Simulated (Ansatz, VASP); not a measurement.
# Cs: VASP beside Ansatz

```
Cs
1.0
    -3.07717    3.07717    3.07717
     3.07717   -3.07717    3.07717
     3.07717    3.07717   -3.07717
Cs
1
Cartesian
  0.0000 0.0000 0.0000
```

Alike in both runs: task single point; functional PBE; k mesh 5 × 5 × 5; occupations fermi-dirac, width 0.1 eV; no spin polarisation.

|  | VASP | Ansatz |
| --- | --- | --- |
| version | VASP 6.6.1 | Ansatz 0.2.0 |
| potentials or method | VASP PAW PBE potentials, release 64 (Cs_sv) | plane waves (420 eV) with PAW, scalar-relativistic |
| plane-wave cutoff (eV) | 520 | 420 |
| valence electrons in the cell | 9 | 9 |

```csv
,VASP,Ansatz,Ansatz less VASP
pressure (GPa),0.0,0.0,+0.01
```

The runs have no spin-orbit coupling, so splittings on Cs are missing.
